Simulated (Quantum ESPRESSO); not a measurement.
A calculation with Quantum ESPRESSO 7.5 of Cs (native input, structure typed inline):

pw.in

```
&CONTROL
  calculation = 'scf'
  prefix = 'pwscf'
  outdir = './tmp'
  pseudo_dir = './pseudo'
  tprnfor = .true.
  tstress = .true.
  disk_io = 'low'
/
&SYSTEM
  ibrav = 0
  nat = 1
  ntyp = 1
  ecutwfc = 45
  ecutrho = 360
  nbnd = 10
  occupations = 'smearing'
  smearing = 'fd'
  degauss = 0.00367493
/
&ELECTRONS
  conv_thr = 2d-10
  electron_maxstep = 120
  mixing_beta = 0.5
/
ATOMIC_SPECIES
Cs   132.9055 cs_pbesol_v1.uspp.F.UPF
CELL_PARAMETERS angstrom
  -3.1284650614    3.1284650614    3.1284650614
   3.1284650614   -3.1284650614    3.1284650614
   3.1284650614    3.1284650614   -3.1284650614
ATOMIC_POSITIONS crystal
Cs     0.0000000000    0.0000000000    0.0000000000
K_POINTS automatic
6 6 6 0 0 0
```

File pp_density.in:

```
&INPUTPP
  prefix = 'pwscf'
  outdir = './tmp'
  filplot = 'density.dat'
  plot_num = 0
/
&PLOT
  nfile = 1
  filepp(1) = 'density.dat'
  iflag = 3
  output_format = 6
  fileout = 'density.cube'
/
```

The input pp_potential.in:

```
&INPUTPP
  prefix = 'pwscf'
  outdir = './tmp'
  filplot = 'potential.dat'
  plot_num = 11
/
&PLOT
  nfile = 1
  filepp(1) = 'potential.dat'
  iflag = 3
  output_format = 6
  fileout = 'potential.cube'
/
```

Potentials or basis: GBRV 1.5 PBEsol.

The run is started by

```console
$ OMP_NUM_THREADS=1 mpirun -n 2 pw.x -nk 2 -in pw.in > pw.out
$ OMP_NUM_THREADS=1 mpirun -n 1 pp.x -in pp_density.in > pp_density.out
$ OMP_NUM_THREADS=1 mpirun -n 1 pp.x -in pp_potential.in > pp_potential.out
```

Problem. Write the same calculation in another form: ASE script, structure from a POSCAR.

Solution. As run:

The input run.py:

```python
import numpy as np
from ase.calculators.espresso import Espresso, EspressoProfile
from ase.io import read

atoms = read('POSCAR')

input_data = {
    'control': {'calculation': 'scf', 'prefix': 'pwscf', 'outdir': './tmp', 'tprnfor': True, 'tstress': True, 'disk_io': 'nowf'},
    'system': {'ecutwfc': 45.0, 'ecutrho': 360.0, 'nbnd': 10, 'occupations': 'smearing', 'smearing': 'fd', 'degauss': 0.00367493},
    'electrons': {'conv_thr': 2e-10, 'electron_maxstep': 120, 'mixing_beta': 0.5},
}
pseudopotentials = {'Cs': 'cs_pbesol_v1.uspp.F.UPF'}
profile = EspressoProfile(command='mpirun -n 2 pw.x -nk 2', pseudo_dir='pseudo')
dft = Espresso(profile=profile, input_data=input_data, pseudopotentials=pseudopotentials, kpts=(6, 6, 6), koffset=(0, 0, 0))
atoms.calc = dft

print(f'energy {atoms.get_potential_energy():.8f} eV')
print('forces (eV/A)')
print(np.round(atoms.get_forces(), 6))
print('stress (eV/A^3, Voigt)')
print(np.round(atoms.get_stress(), 8))
print(f'Fermi level {dft.get_fermi_level():.4f} eV')
```

POSCAR

```
Cs
1.0
   -3.1284650614      3.1284650614      3.1284650614
    3.1284650614     -3.1284650614      3.1284650614
    3.1284650614      3.1284650614     -3.1284650614
Cs
1
Direct
    0.0000000000      0.0000000000      0.0000000000
```

Potentials or basis: GBRV 1.5 PBEsol.

The run is started by

```console
$ OMP_NUM_THREADS=1 python run.py
```

Both were run:

|  | native input, structure typed inline | ASE script, structure from a POSCAR |
| --- | --- | --- |
| Pressure | -0.2 GPa | -0.2 GPa |
| Band gap on the k mesh | none (metal or under the smearing width) | none (metal or under the smearing width) |

Keys that steer only the numerical path or the files written may differ.
